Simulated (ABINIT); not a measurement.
SnO2 (Cassiterite):

```
Sn O
1.0
     4.73800    0.00000    0.00000
     0.00000    4.73800    0.00000
     0.00000    0.00000    3.18650
Sn O
2 4
Direct
  0.50000 0.50000 0.50000
  0.00000 0.00000 0.00000
  0.80710 0.19290 0.50000
  0.69290 0.69290 0.00000
  0.19290 0.80710 0.50000
  0.30710 0.30710 0.00000
```

Base run:

```yaml
Program: ABINIT 10.8.3 (patched build)
Functional: LDA
Potentials_or_basis: PseudoDojo NC SR LDA v0.4.1 standard
Cutoff: 952 eV
k_mesh: 4 × 4 × 6
Occupations: fermi-dirac, width 0.05 eV
Spin: no spin polarisation
```

Its results: band gap on the k mesh 1.12 eV, direct; largest force 0.147 eV/Å.

The run is repeated on the same cell with these changes: functional from LDA to PBE; potentials or basis from PseudoDojo NC SR LDA v0.4.1 standard to PseudoDojo NC SR PBE v0.4.1 standard. What comes out?

Band gap on the k mesh 1.26 eV, direct; largest force 0.282 eV/Å.

Caveats: spin-orbit coupling is left out, which moves the levels of the heavy elements.

